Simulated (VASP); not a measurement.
# CdTe (F-43m) in VASP: notebook, part 2 of 2

VASP 6.6.1. The steps go on from the part before.

## Step 3: Single point, LDA

INCAR

```
PREC = Accurate
ENCUT = 520
EDIFF = 1E-6
ISMEAR = 0
SIGMA = 0.01
LREAL = False
LASPH = True
NELM = 100
ALGO = Normal
ISIF = 2
LWAVE = False
LCHARG = False
NBANDS = 16
```

KPOINTS

```
regular mesh
0
Gamma
  6 6 6
```

POSCAR

```
CdTe
1.0
    3.2050000000      3.2050000000      0.0000000000
   -3.2050000000      3.2050000000      0.0000000000
    0.0000000000      3.2050000000      3.2050000000
Cd Te
1 1
Direct
    0.0000000000      0.0000000000      0.0000000000
    0.7500000000      0.2500000000      0.5000000000
```

Potentials or basis: VASP PAW LDA potentials, release 64 (Cd, Te).

Run with:

```
$ cat potpaw_LDA.64/Cd/POTCAR potpaw_LDA.64/Te/POTCAR > POTCAR
$ mpirun -np 1 vasp_std > vasp.out
```

OUTCAR:

```text
PREC = Accurate
   ENCUT = 520
   EDIFF = 1E-6
   ISMEAR = 0
   LREAL = False
   LASPH = True
   NELM = 100
   ISIF = 2

 ion  position               nearest neighbor table
   1  0.000  0.000  0.000-   2 2.78   2 2.78   2 2.78   2 2.78
   2  0.750  0.250  0.500-   1 2.78   1 2.78   1 2.78   1 2.78

  LATTYP: Found a face centered cubic cell.
 ALAT       =     6.4100000000

  Lattice vectors:

 A1 = (   0.0000000000,   3.2050000000,   3.2050000000)
 A2 = (   3.2050000000,   0.0000000000,   3.2050000000)
 A3 = (   3.2050000000,   3.2050000000,   0.0000000000)

Analysis of symmetry for initial positions (statically):
=====================================================================
 Subroutine PRICEL returns:
 Original cell was already a primitive cell.

 Routine SETGRP: Setting up the symmetry group for a
 face centered cubic supercell.

 Subroutine GETGRP returns: Found 24 space group operations
 (whereof 24 operations were pure point group operations)
 out of a pool of 48 trial point group operations.

The static configuration has the point symmetry T_d .

Analysis of symmetry for dynamics (positions and initial velocities):
=====================================================================
 Subroutine PRICEL returns:
 Original cell was already a primitive cell.

 Routine SETGRP: Setting up the symmetry group for a
 face centered cubic supercell.

 Subroutine GETGRP returns: Found 24 space group operations
 (whereof 24 operations were pure point group operations)
 out of a pool of 48 trial point group operations.

The dynamic configuration has the point symmetry T_d .

 Subroutine INISYM returns: Found 24 space group operations
 (whereof 24 operations are pure point group operations),
 and found     1 'primitive' translations

----------------------------------------------------------------------------------------

                                     Primitive cell

  volume of cell :      65.8437

  direct lattice vectors                    reciprocal lattice vectors
     3.205000000  3.205000000  0.000000000     0.156006240  0.156006240 -0.156006240
    -3.205000000  3.205000000  0.000000000    -0.156006240  0.156006240 -0.156006240
     0.000000000  3.205000000  3.205000000     0.000000000  0.000000000  0.312012480

  length of vectors
     4.532554467  4.532554467  4.532554467     0.270210734  0.270210734  0.312012480

  position of ions in fractional coordinates (direct lattice)
     0.000000000  0.000000000  0.000000000
     0.750000000  0.250000000  0.500000000

  ion indices of the primitive-cell ions
   primitive index   ion index
                 1           1
                 2           2

----------------------------------------------------------------------------------------

 KPOINTS: regular mesh

Automatic generation of k-mesh.
 Grid dimensions read from file:
 generate k-points for:    6    6    6

 Generating k-lattice:

  Cartesian coordinates                     Fractional coordinates (reciprocal lattice)
     0.026001040  0.026001040 -0.026001040     0.166666667  0.000000000  0.000000000
    -0.026001040  0.026001040 -0.026001040     0.000000000  0.166666667  0.000000000
     0.000000000  0.000000000  0.052002080     0.000000000  0.000000000  0.166666667

  Length of vectors
     0.045035122  0.045035122  0.052002080

  Shift w.r.t. Gamma in fractional coordinates (k-lattice)
     0.000000000  0.000000000  0.000000000

 Subroutine IBZKPT returns following result:
 ===========================================

 Found     16 irreducible k-points:

 Following reciprocal coordinates:
            Coordinates               Weight
  0.000000  0.000000  0.000000      1.000000
  0.166667  0.000000  0.000000      8.000000
  0.333333  0.000000  0.000000      8.000000
  0.500000  0.000000  0.000000      4.000000
  0.166667  0.166667  0.000000     12.000000
  0.333333  0.166667  0.000000     24.000000
[... 8 lines left out ...]
  0.500000  0.333333  0.166667     24.000000
  0.500000  0.500000  0.166667     12.000000
   k-points           NKPTS =     16   k-points in BZ     NKDIM =     16   number of bands    NBANDS=     16
   number of dos      NEDOS =    301   number of ions     NIONS =      2
   total plane-waves  NPLWV =  46656
   dimension x,y,z NGX =    36 NGY =   36 NGZ =   36
   dimension x,y,z NGXF=    72 NGYF=   72 NGZF=   72
   ions per type =               1   1
   NGX,Y,Z   is equivalent  to a cutoff of  13.20, 13.20, 13.20 a.u.
   NGXF,Y,Z  is equivalent  to a cutoff of  26.41, 26.41, 26.41 a.u.
 SYSTEM =  unknown system
   PREC   = accura    normal or accurate (medium, high low for compatibility)
   ISTART =      0    job   : 0-new  1-cont  2-samecut
   ICHARG =      2    charge: 1-file 2-atom 10-const
   ISPIN  =      1    spin polarized calculation?
   LNONCOLLINEAR =      F non collinear calculations
   LSORBIT =      F    spin-orbit coupling
   LASPH  =      T    aspherical Exc in radial PAW
   ENCUT  =  520.0 eV  38.22 Ry    6.18 a.u.   8.43  8.43  8.43*2*pi/ulx,y,z
   NELM   =    100;   NELMIN=  2; NELMDL= -5     # of ELM steps
   EDIFF  = 0.1E-05   stopping-criterion for ELM
   LREAL  =      F    real-space projection
   EDIFFG = 0.1E-04   stopping-criterion for IOM
   NSW    =      0    number of steps for IOM
   IBRION =     -1    ionic relax: 0-MD 1-quasi-New 2-CG
   NFREE  =      0    steps in history (QN), initial steepest desc. (CG)
   ISIF   =      2    stress and relaxation
   ISYM   =      2    0-nonsym 1-usesym 2-fastsym
   POTIM  = 0.5000    time-step for ionic-motion
   TEBEG  =    0.0;   TEEND  =   0.0 temperature during run
   PSTRESS=    0.0 pullay stress
   NELECT =      18.0000    total number of electrons
   NUPDOWN=      -1.0000    fix difference up-down
   EMIN   =  10.00;   EMAX   =-10.00  energy-range for DOS
   EFERMI =   0.00;   METHOD = LEGACY
   ISMEAR =     0;   SIGMA  =   0.01  broadening in eV -4-tet -1-fermi 0-gaus
   EFERMI_NEDOS =   21; number of points for ismear=-14 and -15
   IALGO  =     38    algorithm
   IMIX   =      4    mixing-type and parameters
     AMIX     =   0.40;   BMIX     =  1.00
     AMIX_MAG =   1.60;   BMIX_MAG =  1.00
  volume/ion in A,a.u.               =      32.92       222.17
  Fermi-wavevector in a.u.,A,eV,Ry     =   1.062497  2.007828 15.359610  1.128899
  Thomas-Fermi vector in A             =   2.197950
   LORBIT       =      0    0 simple, 1 ext, 2 COOP (PROOUT), +10 PAW based schemes
   GGA     = CA    functional components
   LHFCALC =     F    Hartree Fock is set to
   AEXX    =    0.0000 exact exchange contribution
   IVDW    =     0    specifies the selected vdW correction
   LEPSILON=     F    determine dielectric tensor
   LRPA    =     F    only Hartree local field effects (RPA)
 non-spin polarized calculation
 Gauss-broadening in eV      SIGMA  =   0.01
  energy-cutoff  :      520.00
  volume of cell :       65.84
 maximum number of plane-waves:      1807
 NGX is ok and might be reduce to    36
   NGX = 17   NGY = 17   NGZ = 17

 number of electron      17.9999995 magnetization

 Free energy of the ion-electron system (eV)
  ---------------------------------------------------
  ext. energy  EPLUGINS =         0.00000000
  ---------------------------------------------------
  free energy    TOTEN  =        -6.04427539 eV

  energy without entropy =       -6.04427539  energy(sigma->0) =       -6.04427539

 E-fermi :   2.5768     XC(G=0):  -9.0888

 val. band max:        2.4698430317   @ k =   0.0000   0.0000   0.0000
 cond. band min:       3.1206966003   @ k =   0.0000   0.0000   0.0000
 fundamental gap:      0.6508535686
 Fermi energy:         2.5768274698

 k-point     1 :       0.0000    0.0000    0.0000
  band No.  band energies     occupation
      1      -8.9651      2.00000
      2      -5.9465      2.00000
      3      -5.9465      2.00000
      4      -5.9465      2.00000
      5      -5.6574      2.00000
      6      -5.6574      2.00000
[... 8 lines left out ...]
     15      11.8612      0.00000
     16      11.8612      0.00000
[... 267 lines left out ...]
 k-point    16 :       0.5000    0.5000    0.1667
  band No.  band energies     occupation
      1      -8.3970      2.00000
      2      -5.8036      2.00000
      3      -5.7993      2.00000
      4      -5.7122      2.00000
      5      -5.6443      2.00000
      6      -5.0645      2.00000
[... 8 lines left out ...]
     15      13.5701      0.00000
     16      13.8134      0.00000

------------------------ aborting loop because EDIFF is reached ----------------------------------------

  FORCE on cell =-STRESS in cart. coord.  units (eV):
  Direction    XX          YY          ZZ          XY          YZ          ZX
  --------------------------------------------------------------------------------------
  -------------------------------------------------------------------------------------
  Total        0.1071510      0.1071510      0.1071510      0.0000000      0.0000000     -0.0000000
  in kB        2.6073099      2.6073099      2.6073099      0.0000000      0.0000000     -0.0000000
  external PRESSURE =       2.6073099 kB  Pullay stress =       0.0000000 kB

 VOLUME and BASIS-vectors are now :
 -----------------------------------------------------------------------------
  energy-cutoff  :      520.00
  volume of cell :       65.84
      direct lattice vectors                 reciprocal lattice vectors
     3.205000000  3.205000000  0.000000000     0.156006240  0.156006240 -0.156006240
    -3.205000000  3.205000000  0.000000000    -0.156006240  0.156006240 -0.156006240
     0.000000000  3.205000000  3.205000000     0.000000000  0.000000000  0.312012480

 POSITION                                       TOTAL-FORCE (eV/Angst)
 -----------------------------------------------------------------------------------
      0.00000      0.00000      0.00000        -0.000000      0.000000      0.000000
      1.60250      4.80750      1.60250         0.000000     -0.000000      0.000000
 -----------------------------------------------------------------------------------
    total drift:                                0.000000     -0.000000      0.000000

  FREE ENERGIE OF THE ION-ELECTRON SYSTEM (eV)
  ---------------------------------------------------
  free  energy   TOTEN  =        -6.0442753936 eV

  energy  without entropy=       -6.0442753936  energy(sigma->0) =       -6.04427539
```

OSZICAR:

```text
N       E                     dE             d eps       ncg     rms          rms(c)
DAV:   1     0.102504339588E+03    0.10250E+03   -0.82387E+03   520   0.977E+02
DAV:   2    -0.254825730127E+01   -0.10505E+03   -0.98891E+02   608   0.238E+02
DAV:   3    -0.625358473073E+01   -0.37053E+01   -0.37012E+01   624   0.466E+01
DAV:   4    -0.628847983910E+01   -0.34895E-01   -0.34893E-01   760   0.398E+00
DAV:   5    -0.628864582036E+01   -0.16598E-03   -0.16598E-03   712   0.228E-01    0.603E+00
DAV:   6    -0.606878409364E+01    0.21986E+00   -0.36941E-01   656   0.781E+00    0.483E+00
DAV:   7    -0.604642366896E+01    0.22360E-01   -0.92545E-02   576   0.207E+00    0.177E+00
DAV:   8    -0.604453750471E+01    0.18862E-02   -0.10548E-02   600   0.122E+00    0.425E-01
DAV:   9    -0.604428162552E+01    0.25588E-03   -0.76228E-04   672   0.309E-01    0.116E-01
DAV:  10    -0.604427293373E+01    0.86918E-05   -0.87479E-05   616   0.793E-02    0.521E-02
DAV:  11    -0.604427619896E+01   -0.32652E-05   -0.20192E-05   664   0.416E-02    0.289E-02
DAV:  12    -0.604427539360E+01    0.80536E-06   -0.16675E-06   528   0.122E-02
   1 F= -.60442754E+01 E0= -.60442754E+01  d E =-.153518E-53
```

Run time: 7.9 s. Hardware: 1 thread of Intel Xeon 6975P-C, shared host; peak memory 0.18 GiB.

What came out:

| Quantity | Value |
| --- | --- |
| Free energy | -6.0443 eV |
| Pressure | 0.3 GPa |
| Band gap on the k mesh | 0.65 eV, direct |

Caveat: spin-orbit coupling is left out, which moves the levels of the heavy elements.

## Step 4: Against experiment

Step 2. Measured gap of CdTe: 1.607 eV (0 K; a printed reference work, data compilation). This calculation gives 0.65 eV (-0.96 eV). Spin-orbit coupling on Cd, Te is left out. The value is that of LDA, without temperature or zero-point motion. Semilocal functionals fall short of measured gaps as a rule.
